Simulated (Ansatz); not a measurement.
TiSe:

```
CELL_PARAMETERS angstrom
4.17836 0.00000 0.00000
0.00000 4.17836 0.00000
0.00000 0.00000 5.98442
ATOMIC_POSITIONS crystal
Se 0.00000 0.50000 0.76056
Se 0.50000 0.00000 0.23944
Ti 0.00000 0.00000 0.00000
Ti 0.50000 0.50000 0.00000
```

The cell comes from a database or a generator and needn't be the stable form of this composition.

```yaml
Program: Ansatz 0.2.0
Task: relaxation of cell and atoms
Functional: PBEsol
Dispersion: D3(BJ)
Potentials_or_basis: Ansatz PAW
Cutoff: "420 eV (not typed: the program's choice for these potentials)"
k_mesh: 7 × 7 × 5
Occupations: fermi-dirac, width 0.05 eV
Spin: no spin polarisation
```

At the start: volume 26.12 Å³/atom.

How do energy, volume and symmetry change on relaxing?

It ends after 9 steps and the volume is 19.72 Å³/atom (-24.5 %); space group P4/nmm (No. 129, to 0.05 Å).

Step by step:
```
step  energy change (eV)  largest force (eV/Å)  volume (Å³)
   1              0.0000                0.3228       104.48
   2             -0.2159                0.2411        92.22
   3             -0.3093                0.1859        87.00
   4             -0.3842                0.1275        83.16
   5             -0.4282                0.1042        79.72
   6             -0.4321                0.1334        78.46
   7             -0.4341                0.0138        78.84
   8             -0.4341                0.0010        78.90
   9             -0.4322                0.0009        78.90
```

Final structure:
```
CELL_PARAMETERS angstrom
4.09329 0.00000 0.00000
0.00000 4.09329 0.00000
0.00000 0.00000 4.70877
ATOMIC_POSITIONS crystal
Se 0.00000 0.50000 0.69749
Se 0.50000 0.00000 0.30251
Ti 0.00000 0.00000 0.00000
Ti 0.50000 0.50000 0.00000
```

Caveat: the volume moved by over 15 % at a fixed basis, so the end points are rough; the plane-wave basis is chosen anew once the cell has moved, so the energies of steps on either side of that aren't comparable; the PAW data sets come from PBE, with cores solved anew for the run's functional, which leaves a small shift of forces and pressure.
